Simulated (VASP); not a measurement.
# NiO (Fm-3m) in VASP: settings compared, part 2 of 2

VASP 6.6.1. Earlier steps stand in the parts before.

## 3. Band structure, r2SCAN, collinear spin, ferromagnetic start

File INCAR:

```
SYSTEM = NiO
PREC = Accurate
ENCUT = 520
EDIFF = 1E-6
ISMEAR = -1
SIGMA = 0.05
LREAL = .False.
LASPH = .True.
NELM = 100
ALGO = Normal
ISIF = 2
LWAVE = .False.
LCHARG = .False.
ISPIN = 2
MAGMOM = 1 0
LORBIT = 11
LMAXMIX = 4
METAGGA = R2SCAN
LMIXTAU = .True.
NBANDS = 19
```

File KPOINTS:

```
Automatic mesh
0
Gamma
  11 11 11
  0 0 0
```

File POSCAR:

```
NiO
1.0
    0.0000000000      2.0859016414      2.0859016414
    2.0859016414      0.0000000000      2.0859016414
    2.0859016414      2.0859016414      0.0000000000
Ni O
1 1
Direct
    0.0000000000      0.0000000000      0.0000000000
    0.5000000000      0.5000000000      0.5000000000
```

File KPOINTS_OPT:

```
path GXWKGLUWLK,UX
20
line-mode
reciprocal
 0.0000000000  0.0000000000  0.0000000000  G
 0.5000000000  0.0000000000  0.5000000000  X

 0.5000000000  0.0000000000  0.5000000000  X
 0.5000000000  0.2500000000  0.7500000000  W

 0.5000000000  0.2500000000  0.7500000000  W
 0.3750000000  0.3750000000  0.7500000000  K

 0.3750000000  0.3750000000  0.7500000000  K
 0.0000000000  0.0000000000  0.0000000000  G

 0.0000000000  0.0000000000  0.0000000000  G
 0.5000000000  0.5000000000  0.5000000000  L

 0.5000000000  0.5000000000  0.5000000000  L
 0.6250000000  0.2500000000  0.6250000000  U

 0.6250000000  0.2500000000  0.6250000000  U
 0.5000000000  0.2500000000  0.7500000000  W

 0.5000000000  0.2500000000  0.7500000000  W
 0.5000000000  0.5000000000  0.5000000000  L

 0.5000000000  0.5000000000  0.5000000000  L
 0.3750000000  0.3750000000  0.7500000000  K

 0.6250000000  0.2500000000  0.6250000000  U
 0.5000000000  0.0000000000  0.5000000000  X
```

Potentials or basis: VASP PAW PBE potentials, release 64 (Ni, O).

Command:

```
cat potpaw_PBE.64/Ni/POTCAR potpaw_PBE.64/O/POTCAR > POTCAR
mpirun -np 1 vasp_std > vasp.out
```

OUTCAR:

```text
SYSTEM = NiO
   PREC = Accurate
   ENCUT = 520
   EDIFF = 1E-6
   ISMEAR = -1
   LREAL = .False.
   LASPH = .True.
   NELM = 100
   ISIF = 2
   ISPIN = 2
   LORBIT = 11
   METAGGA = R2SCAN

 ion  position               nearest neighbor table
   1  0.000  0.000  0.000-   2 2.09   2 2.09   2 2.09   2 2.09   2 2.09   2 2.09
   2  0.500  0.500  0.500-   1 2.09   1 2.09   1 2.09   1 2.09   1 2.09   1 2.09

  LATTYP: Found a face centered cubic cell.
 ALAT       =     4.1718032828

  Lattice vectors:

 A1 = (   0.0000000000,   2.0859016414,   2.0859016414)
 A2 = (   2.0859016414,   0.0000000000,   2.0859016414)
 A3 = (   2.0859016414,   2.0859016414,   0.0000000000)

Analysis of symmetry for initial positions (statically):
=====================================================================
 Subroutine PRICEL returns:
 Original cell was already a primitive cell.

 Routine SETGRP: Setting up the symmetry group for a
 face centered cubic supercell.

 Subroutine GETGRP returns: Found 48 space group operations
 (whereof 48 operations were pure point group operations)
 out of a pool of 48 trial point group operations.

The static configuration has the point symmetry O_h .

Analysis of symmetry for dynamics (positions and initial velocities):
=====================================================================
 Subroutine PRICEL returns:
 Original cell was already a primitive cell.

 Routine SETGRP: Setting up the symmetry group for a
 face centered cubic supercell.

 Subroutine GETGRP returns: Found 48 space group operations
 (whereof 48 operations were pure point group operations)
 out of a pool of 48 trial point group operations.

The dynamic configuration has the point symmetry O_h .

Analysis of structural, dynamic, and magnetic symmetry:
=====================================================================
 Subroutine PRICEL returns:
 Original cell was already a primitive cell.

 Routine SETGRP: Setting up the symmetry group for a
 face centered cubic supercell.

 Subroutine GETGRP returns: Found 48 space group operations
 (whereof 48 operations were pure point group operations)
 out of a pool of 48 trial point group operations.

The overall configuration has the point symmetry O_h .

 Subroutine INISYM returns: Found 48 space group operations
 (whereof 48 operations are pure point group operations),
 and found     1 'primitive' translations

----------------------------------------------------------------------------------------

                                     Primitive cell

  volume of cell :      18.1515

  direct lattice vectors                    reciprocal lattice vectors
     0.000000000  2.085901641  2.085901641    -0.239704495  0.239704495  0.239704495
     2.085901641  0.000000000  2.085901641     0.239704495 -0.239704495  0.239704495
     2.085901641  2.085901641  0.000000000     0.239704495  0.239704495 -0.239704495

  length of vectors
     2.949910391  2.949910391  2.949910391     0.415180364  0.415180364  0.415180364

  position of ions in fractional coordinates (direct lattice)
     0.000000000  0.000000000  0.000000000
     0.500000000  0.500000000  0.500000000

  ion indices of the primitive-cell ions
   primitive index   ion index
                 1           1
[... 66 lines left out ...]
   ICHARG =      2    charge: 1-file 2-atom 10-const
   ISPIN  =      2    spin polarized calculation?
   LNONCOLLINEAR =      F non collinear calculations
   LSORBIT =      F    spin-orbit coupling
   LASPH  =      T    aspherical Exc in radial PAW
   ENCUT  =  520.0 eV  38.22 Ry    6.18 a.u.   5.48  5.48  5.48*2*pi/ulx,y,z
   NELM   =    100;   NELMIN=  2; NELMDL= -5     # of ELM steps
   EDIFF  = 0.1E-05   stopping-criterion for ELM
   LREAL  =      F    real-space projection
   EDIFFG = 0.1E-04   stopping-criterion for IOM
   NSW    =      0    number of steps for IOM
   IBRION =     -1    ionic relax: 0-MD 1-quasi-New 2-CG
   NFREE  =      0    steps in history (QN), initial steepest desc. (CG)
   ISIF   =      2    stress and relaxation
   ISYM   =      2    0-nonsym 1-usesym 2-fastsym
   POTIM  = 0.5000    time-step for ionic-motion
   TEBEG  =    0.0;   TEEND  =   0.0 temperature during run
   PSTRESS=    0.0 pullay stress
   NELECT =      16.0000    total number of electrons
   NUPDOWN=      -1.0000    fix difference up-down
   EMIN   =  10.00;   EMAX   =-10.00  energy-range for DOS
   EFERMI =   0.00;   METHOD = LEGACY
   ISMEAR =    -1;   SIGMA  =   0.05  broadening in eV -4-tet -1-fermi 0-gaus
   EFERMI_NEDOS =   21; number of points for ismear=-14 and -15
   IALGO  =     38    algorithm
   IMIX   =      4    mixing-type and parameters
     AMIX     =   0.40;   BMIX     =  1.00
     AMIX_MAG =   1.60;   BMIX_MAG =  1.00
  volume/ion in A,a.u.               =       9.08        61.25
  Fermi-wavevector in a.u.,A,eV,Ry     =   1.569680  2.966264 33.523312  2.463894
  Thomas-Fermi vector in A             =   2.671526
   LORBIT       =     11    0 simple, 1 ext, 2 COOP (PROOUT), +10 PAW based schemes
   METAGGA = R2SCAN    functional components
   LHFCALC =     F    Hartree Fock is set to
   AEXX    =    0.0000 exact exchange contribution
   IVDW    =     0    specifies the selected vdW correction
   LEPSILON=     F    determine dielectric tensor
   LRPA    =     F    only Hartree local field effects (RPA)
 spin polarized calculation
  energy-cutoff  :      520.00
  volume of cell :       18.15
 maximum number of plane-waves:       531
 NGX is ok and might be reduce to    24
   NGX = 11   NGY = 11   NGZ = 11

 number of electron      16.0000001 magnetization       1.9994766

 Free energy of the ion-electron system (eV)
  ---------------------------------------------------
  ext. energy  EPLUGINS =         0.00000000
  ---------------------------------------------------
  free energy    TOTEN  =       -20.10872358 eV

  energy without entropy =      -20.10871754  energy(sigma->0) =      -20.10872056

 E-fermi :   7.9604     XC(G=0): -13.4300

 val. band max:        7.5450302780   @ k =   0.4545   0.0000   0.0000
 cond. band min:       8.2808783810   @ k =   0.0000   0.0000   0.0000
 fundamental gap:      0.7358481029
 Fermi energy:         7.9603586110

 spin component 1

 k-point     1 :       0.0000    0.0000    0.0000
  band No.  band energies     occupation
      1     -13.5577      1.00000
      2       3.5797      1.00000
      3       3.5797      1.00000
      4       4.4634      1.00000
      5       4.4635      1.00000
      6       4.4635      1.00000
[... 517 lines left out ...]
     18      39.6795      0.00000
     19      40.8244      0.00000

 [... further k-points ...]

 spin component 2

 k-point     1 :       0.0000    0.0000    0.0000
  band No.  band energies     occupation
      1     -13.0251      1.00000
      2       5.3472      1.00000
      3       5.3475      1.00000
      4       5.3475      1.00000
      5       5.4449      1.00000
      6       5.4449      1.00000
[... 517 lines left out ...]
     18      40.4096      0.00000
     19      41.2768      0.00000

 [... further k-points ...]

------------------------ aborting loop because EDIFF is reached ----------------------------------------

  FORCE on cell =-STRESS in cart. coord.  units (eV):
  Direction    XX          YY          ZZ          XY          YZ          ZX
  --------------------------------------------------------------------------------------
  -------------------------------------------------------------------------------------
  Total        0.3066848      0.3066848      0.3066848      0.0000000      0.0000000      0.0000000
  in kB       27.0701964     27.0701964     27.0701964      0.0000000      0.0000000      0.0000000
  external PRESSURE =      27.0701964 kB  Pullay stress =       0.0000000 kB

 VOLUME and BASIS-vectors are now :
 -----------------------------------------------------------------------------
  energy-cutoff  :      520.00
  volume of cell :       18.15
      direct lattice vectors                 reciprocal lattice vectors
     0.000000000  2.085901641  2.085901641    -0.239704495  0.239704495  0.239704495
     2.085901641  0.000000000  2.085901641     0.239704495 -0.239704495  0.239704495
     2.085901641  2.085901641  0.000000000     0.239704495  0.239704495 -0.239704495

 POSITION                                       TOTAL-FORCE (eV/Angst)
 -----------------------------------------------------------------------------------
      0.00000      0.00000      0.00000         0.000000     -0.000000      0.000000
      2.08590      2.08590      2.08590        -0.000000      0.000000      0.000000
 -----------------------------------------------------------------------------------
    total drift:                                0.000000     -0.000000     -0.000000

  FREE ENERGIE OF THE ION-ELECTRON SYSTEM (eV)
  ---------------------------------------------------
  free  energy   TOTEN  =       -20.1087235824 eV

  energy  without entropy=      -20.1087175378  energy(sigma->0) =      -20.10872056

 total charge

# of ion       s       p       d       tot
------------------------------------------
    1        0.338   0.422   8.175   8.935
    2        1.555   3.498   0.000   5.053
--------------------------------------------------
tot          1.893   3.920   8.175  13.988

 magnetization (x)

# of ion       s       p       d       tot
------------------------------------------
    1        0.011   0.012   1.669   1.692
    2        0.028   0.248   0.000   0.277
--------------------------------------------------
tot          0.040   0.260   1.669   1.969
```

Wall time 4.4 min (1 thread of Intel Xeon Platinum 8488C (Sapphire Rapids), shared host); peak memory 0.19 GiB.

Results:

```yaml
Free_energy: -20.1087 eV
Pressure: 2.7 GPa
Band_gap_on_the_k_mesh: 0.74 eV, indirect (least direct gap 1.69 eV)
Band_gap_along_the_path: 0.70 eV, indirect (least direct gap 1.62 eV)
Net_moment: 2.00 μB per cell
Site_moments: Ni +1.69; O +0.28 μB
Valence_electrons_inside_the_program's_atomic_spheres: Ni 8.94; O 5.05
```

Caveat: the PAW data sets were made with another functional, which shifts forces and pressure a little; a cell with one magnetic atom can't hold antiferromagnetic order, which such compounds often take. r2SCAN opens gaps a little over a GGA but as a rule still falls short of measured ones.
